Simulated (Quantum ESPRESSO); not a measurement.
# Br (Cmce) in Quantum ESPRESSO: settings compared, part 2 of 2

Quantum ESPRESSO 7.5. The steps go on from the part before.

## 3. Phonons, PBE

pw.in

```
&CONTROL
  calculation = 'scf'
  prefix = 'pwscf'
  outdir = './tmp'
  pseudo_dir = './pseudo'
  tprnfor = .true.
  tstress = .true.
  disk_io = 'low'
/
&SYSTEM
  ibrav = 0
  nat = 4
  ntyp = 1
  ecutwfc = 46
  nbnd = 21
  occupations = 'smearing'
  smearing = 'mv'
  degauss = 0.01469973
/
&ELECTRONS
  conv_thr = 8d-10
  electron_maxstep = 120
  mixing_beta = 0.5
/
ATOMIC_SPECIES
Br    79.9040 Br.upf
CELL_PARAMETERS angstrom
   3.3632500000   -2.3225500000    0.0000000000
   3.3632500000    2.3225500000    0.0000000000
   0.0000000000    0.0000000000    8.7023000000
ATOMIC_POSITIONS crystal
Br     0.3651000000    0.6349000000    0.3901000000
Br     0.1349000000    0.8651000000    0.8901000000
Br     0.6349000000    0.3651000000    0.6099000000
Br     0.8651000000    0.1349000000    0.1099000000
K_POINTS automatic
6 6 3 0 0 0
```

relax.in

```
&CONTROL
  calculation = 'vc-relax'
  prefix = 'pwscf'
  outdir = './tmp'
  pseudo_dir = './pseudo'
  tprnfor = .true.
  tstress = .true.
  disk_io = 'low'
  nstep = 40
  forc_conv_thr = 0.0001
  etot_conv_thr = 1d-06
/
&SYSTEM
  ibrav = 0
  nat = 4
  ntyp = 1
  ecutwfc = 46
  nbnd = 21
  occupations = 'smearing'
  smearing = 'mv'
  degauss = 0.01469973
/
&ELECTRONS
  conv_thr = 8d-10
  electron_maxstep = 120
  mixing_beta = 0.5
/
&IONS
  ion_dynamics = 'bfgs'
/
&CELL
  cell_dynamics = 'bfgs'
  press = 0
  press_conv_thr = 0.2
/
ATOMIC_SPECIES
Br    79.9040 Br.upf
CELL_PARAMETERS angstrom
   3.3632500000   -2.3225500000    0.0000000000
   3.3632500000    2.3225500000    0.0000000000
   0.0000000000    0.0000000000    8.7023000000
ATOMIC_POSITIONS crystal
Br     0.3651000000    0.6349000000    0.3901000000
Br     0.1349000000    0.8651000000    0.8901000000
Br     0.6349000000    0.3651000000    0.6099000000
Br     0.8651000000    0.1349000000    0.1099000000
K_POINTS automatic
6 6 3 0 0 0
```

scf2.in

```
&CONTROL
  calculation = 'scf'
  prefix = 'pwscf'
  outdir = './tmp'
  pseudo_dir = './pseudo'
  tprnfor = .true.
  tstress = .true.
  disk_io = 'low'
/
&SYSTEM
  ibrav = 0
  nat = 4
  ntyp = 1
  ecutwfc = 46
  nbnd = 21
  occupations = 'fixed'
/
&ELECTRONS
  conv_thr = 1d-13
  electron_maxstep = 120
  mixing_beta = 0.5
  startingpot = 'file'
  startingwfc = 'file'
/
ATOMIC_SPECIES
Br    79.9040 Br.upf
CELL_PARAMETERS angstrom
   4.0313527436   -2.1408426801    0.0000000000
   4.0313527436    2.1408426801    0.0000000000
   0.0000000000    0.0000000000    8.6911991243
ATOMIC_POSITIONS crystal
Br     0.3579447242    0.6420552758    0.3815518035
Br     0.1420552758    0.8579447242    0.8815518035
Br     0.6420552758    0.3579447242    0.6184481965
Br     0.8579447242    0.1420552758    0.1184481965
K_POINTS automatic
6 6 3 0 0 0
```

ph.in

```
phonons of Br
&INPUTPH
  prefix = 'pwscf'
  outdir = './tmp'
  tr2_ph = 1d-16
  fildyn = 'dyn'
  niter_ph = 60
  alpha_mix(1) = 0.7
  epsil = .true.
/
0.0000000000 0.0000000000 0.0000000000
```

dynmat.in

```
&INPUT
  fildyn = 'dyn'
  asr = 'crystal'
  lperm = .true.
  filout = 'dynmat.disp'
  fileig = 'dynmat.eig'
/
```

dynmat_lo.in

```
&INPUT
  fildyn = 'dyn'
  asr = 'crystal'
  filout = 'dynmat_lo.disp'
  fileig = 'dynmat_lo.eig'
  q(1) = 0
  q(2) = 0
  q(3) = 1
/
```

Potentials or basis: Ansatz NC SR PBE.

On the command line:

```bash
$ OMP_NUM_THREADS=1 pw.x -in pw.in > pw.out
$ OMP_NUM_THREADS=1 pw.x -in relax.in > relax.out
$ OMP_NUM_THREADS=1 pw.x -in scf2.in > scf2.out
$ OMP_NUM_THREADS=1 ph.x -in ph.in > ph.out
$ OMP_NUM_THREADS=1 dynmat.x -in dynmat.in > dynmat.out
$ OMP_NUM_THREADS=1 dynmat.x -in dynmat_lo.in > dynmat_lo.out
```

pw.out:

```text
[... set-up lines left out ...]
     Self-consistent Calculation

     iteration #  1     ecut=    46.00 Ry     beta= 0.50
     Davidson diagonalization with overlap
     ethr =  1.00E-02,  avg # of iterations =  6.9

     Threshold (ethr) on eigenvalues was too large:
     Diagonalizing with lowered threshold

     Davidson diagonalization with overlap
     ethr =  3.12E-04,  avg # of iterations =  3.9

     total energy              =    -156.65559079 Ry
     estimated scf accuracy    <       0.08329731 Ry
[... 43 lines left out ...]
     iteration #  8     ecut=    46.00 Ry     beta= 0.50
     Davidson diagonalization with overlap
     ethr =  1.15E-11,  avg # of iterations =  2.0

     End of self-consistent calculation

          k = 0.0000 0.0000 0.0000 (  4863 PWs)   bands (ev):

   -14.3786 -14.0649 -11.5450 -10.8770  -3.3793  -2.3832  -0.5922  -0.5906
    -0.1149  -0.0752   0.6299   1.2096   1.4912   1.5319   3.4231   4.1651
     7.5400   8.2297   8.9553  10.5677  10.6023
[... 135 lines left out ...]
   -14.0624 -14.0127 -11.2392 -11.1464  -3.1005  -2.9794  -1.5068  -1.3940
    -1.2217  -1.1553   0.8333   1.0090   1.3220   1.3586   3.7380   3.8782
    10.1487  10.1695  10.3937  10.8146  10.8430

          k =-0.6076 0.0000 0.0000 (  4832 PWs)   bands (ev):

   -14.1519 -13.9097 -11.3670 -10.8859  -3.1710  -2.6252  -2.0479  -1.3343
    -1.0316  -0.7842   0.2364   0.4200   1.1739   1.5497   3.4732   3.8472
     8.8897   9.1535   9.3166   9.9034  11.6505

          k =-0.6076 0.0000 0.1566 (  4842 PWs)   bands (ev):

   -14.0972 -13.9769 -11.2423 -11.0026  -3.0718  -2.8094  -1.9181  -1.5826
    -0.8597  -0.6852   0.4830   0.6211   0.8943   1.2551   3.4818   3.6716
     9.3010   9.5414  10.0078  10.2589  11.0626

     the Fermi energy is     2.5280 ev

!    total energy              =    -156.65617040 Ry
     estimated scf accuracy    <          7.0E-10 Ry
     smearing contrib. (-TS)   =       0.00000000 Ry
     internal energy E=F+TS    =    -156.65617040 Ry

     The total energy is F=E-TS. E is the sum of the following terms:
     one-electron contribution =     -13.91840831 Ry
     hartree contribution      =      17.60564728 Ry
     xc contribution           =     -72.54535523 Ry
     ewald contribution        =     -87.79805415 Ry

     convergence has been achieved in   8 iterations

     Forces acting on atoms (cartesian axes, Ry/au):

     atom    1 type  1   force =     0.00000000    0.01616871   -0.02973133
     atom    2 type  1   force =    -0.00000000   -0.01616871   -0.02973133
     atom    3 type  1   force =     0.00000000   -0.01616871    0.02973133
     atom    4 type  1   force =     0.00000000    0.01616871    0.02973133

     Total force =     0.067687     Total SCF correction =     0.000054

     Computing stress (Cartesian axis) and pressure

          total   stress  (Ry/bohr**3)                   (kbar)     P=       18.09
   0.00008268  -0.00000000   0.00000000           12.16       -0.00        0.00
  -0.00000000   0.00008469   0.00000000           -0.00       12.46        0.00
   0.00000000   0.00000000   0.00020156            0.00        0.00       29.65

=------------------------------------------------------------------------------=
   JOB DONE.
=------------------------------------------------------------------------------=
```

relax.out:

```text
[... set-up lines left out ...]
     Self-consistent Calculation

     iteration #  1     ecut=    46.00 Ry     beta= 0.50
     Davidson diagonalization with overlap
     ethr =  1.00E-02,  avg # of iterations =  6.9

[... 620 lines left out ...]
     c_bands:  2 eigenvalues not converged
     c_bands:  1 eigenvalues not converged
[... 261 lines left out ...]
          total   stress  (Ry/bohr**3)                   (kbar)     P=        0.62
   0.00001113  -0.00000000   0.00000000            1.64       -0.00        0.00
  -0.00000000   0.00000036   0.00000000           -0.00        0.05        0.00
   0.00000000   0.00000000   0.00000110            0.00        0.00        0.16

=------------------------------------------------------------------------------=
   JOB DONE.
=------------------------------------------------------------------------------=
```

It took 39 min on 1 thread of Arm Neoverse V1, shared host; peak memory 0.12 GiB.

Results:

```yaml
Free_energy: -2131.6094 eV
Relaxed_volume: 37.50 Å³/atom
Relaxed_cell: a = 4.565 Å, b = 4.565 Å, c = 8.691 Å, α = 90.00°, β = 90.00°, γ = 55.94°
Space_group_after_relaxing_to_0.05_Å: Cmce (No. 64)
Pressure_after_relaxing: 0.1 GPa
Band_gap_on_the_k_mesh: 1.34 eV, direct
Electronic_dielectric_tensor_diagonal: 2.22, 5.98, 11.41
Born_charges_mean_of_the_diagonal: Br -0.00 e
Highest_phonon_frequency_at_Γ: 248 cm⁻¹
Most_unstable_mode: 48i cm⁻¹
```

Step by step:
| step | energy change (eV) | largest force (eV/Å) | pressure (GPa) | volume (Å³) |
| --- | --- | --- | --- | --- |
| 1 | 0.0000 | 0.8701 | 1.81 | 135.95 |
| 2 | -0.0522 | 0.3142 | 0.60 | 137.21 |
| 3 | -0.0638 | 0.1021 | 0.06 | 137.91 |
| 4 | -0.0703 | 0.0849 | -0.19 | 138.31 |
| 5 | -0.0788 | 0.1343 | -0.36 | 138.66 |
| 6 | -0.0908 | 0.1845 | -0.48 | 139.00 |
| 7 | -0.1068 | 0.2260 | -0.53 | 139.35 |
| 8 | -0.1248 | 0.2563 | -0.40 | 139.66 |
| 9 | -0.1351 | 0.2496 | -0.02 | 139.79 |
| 10 | -0.1406 | 0.1835 | 0.16 | 139.80 |
| 11 | -0.1482 | 0.0986 | 0.47 | 140.06 |
| 12 | -0.1520 | 0.1378 | 0.60 | 140.60 |
| 13 | -0.1571 | 0.1751 | 0.65 | 141.50 |
| 14 | -0.1643 | 0.1944 | 0.63 | 142.89 |
| 15 | -0.1736 | 0.1846 | 0.53 | 145.00 |
| 16 | -0.1830 | 0.1264 | 0.31 | 148.14 |
| 17 | -0.1857 | 0.0522 | 0.10 | 150.09 |
| 18 | -0.1861 | 0.0193 | 0.03 | 150.24 |
| 19 | -0.1862 | 0.0108 | -0.01 | 150.13 |
| 20 | -0.1862 | 0.0117 | -0.01 | 150.08 |
| 21 | -0.1863 | 0.0127 | -0.01 | 150.02 |
| 22 | -0.1864 | 0.0144 | -0.02 | 149.94 |
| 23 | -0.1865 | 0.0158 | -0.02 | 149.86 |
| 24 | -0.1866 | 0.0153 | -0.02 | 149.82 |
| 25 | -0.1867 | 0.0101 | -0.02 | 149.86 |
| 26 | -0.1867 | 0.0047 | -0.01 | 149.94 |
| 27 | -0.1868 | 0.0012 | 0.00 | 150.02 |

Final structure:
```cif
data_structure
_symmetry_space_group_name_H-M 'P 1'
_symmetry_Int_Tables_number 1
_cell_length_a 4.5645
_cell_length_b 4.5645
_cell_length_c 8.6912
_cell_angle_alpha 90.000
_cell_angle_beta 90.000
_cell_angle_gamma 55.941
_cell_volume 150.02
loop_
_atom_site_label
_atom_site_type_symbol
_atom_site_fract_x
_atom_site_fract_y
_atom_site_fract_z
_atom_site_occupancy
Br1 Br 0.35794 0.64206 0.38155 1
Br2 Br 0.14206 0.85794 0.88155 1
Br3 Br 0.64206 0.35794 0.61845 1
Br4 Br 0.85794 0.14206 0.11845 1
```

Phonon frequencies in cm⁻¹ (negative: imaginary):
```csv
q point,frequencies
"(0.000, 0.000, 0.000)",-48 -3 1 2 35 46 77 79 92 107 228 248
```

Electronic dielectric tensor:
```
 2.22  0.00  0.00
 0.00  5.98  0.00
 0.00  0.00 11.41
```

Born effective charge tensors (e):
atom 1, Br
```
 0.00  0.00  0.00
 0.00  0.00 -1.10
 0.00 -2.00  0.00
```
atom 2, Br
```
0.00 0.00 0.00
0.00 0.00 1.10
0.00 2.00 0.00
```
atom 3, Br
```
 0.00  0.00  0.00
 0.00  0.00 -1.10
 0.00 -2.00  0.00
```
atom 4, Br
```
0.00 0.00 0.00
0.00 0.00 1.10
0.00 2.00 0.00
```

Optical modes at Γ, degenerate ones joined, polar ones without the macroscopic field:
```csv
cm⁻¹,components,symmetry,active in,"IR intensity, summed ((D/Å)²/amu)"
48i,1,B1u,IR,4.64
35,1,Au,silent,0.00
46,1,B1g,Raman,0.00
77,1,B3u,IR,1.39
78,1,B3g,Raman,0.00
92,1,Ag,Raman,0.00
107,1,B2g,Raman,0.00
228,1,Ag,Raman,0.00
248,1,B2g,Raman,0.00
```

Zone-centre frequencies without and with the macroscopic field along z (cm⁻¹):
```tsv
	optical modes in rising order
without	48i 35 46 77 78 92 107 228 248
with the field	35 46 59 77 78 92 107 228 248
```

Caveat: some modes are imaginary; this smearing can shift energies of a crystal with a gap; on a mesh that holds Γ this program's dielectric tensor can be off by some percent beyond the error of the mesh; an odd mesh through Γ misses points on the zone boundary, where band edges often lie. As with any semilocal functional, this PBE gap is likely too small.
